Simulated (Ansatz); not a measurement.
**AlP (F-43m): G0W0 and the starting functional**

```
Al P
1.0
     0.00000    2.73150    2.73150
     2.73150    0.00000    2.73150
     2.73150    2.73150    0.00000
Al P
1 1
Direct
  0.00000 0.00000 0.00000
  0.25000 0.25000 0.25000
```

Held fixed (Ansatz):

```yaml
datasets: soft PAW set, first generation
k_mesh: 6×6×6
empty_bands: 407
response_cutoff: 180 eV
frequencies: plasmon pole, fitted at the program's default frequency
q_→_0_term: analytic weight of Carrier, Rohra and Görling
points_solved: Γ, L, X
band_sums: cut at the band count
```

The gap is read from Γ to X, linearised, between the Kohn-Sham band edges among the points solved. ε∞ is the electronic dielectric constant on this mesh. Wave cutoffs: 420, 420 eV in the order of the table.

```tsv
orbitals	KS gap (eV)	G0W0 gap (eV)	ε∞
LDA	1.45	2.26	8.9
PBE	1.58	?	?
```

Fill in the row for PBE.

G0W0 gap 2.32 eV, ε∞ 8.3.

Soft PAW datasets can miss an all-electron G0W0 gap by more than 5 %. The PAW or pseudopotential files were made with PBE. Band sums or response are cut, so the gap isn't at its basis limit. The gap is read among the points solved; the crystal's band edges can lie elsewhere. Meshes this coarse can overestimate the dielectric constant by a tenth and more.
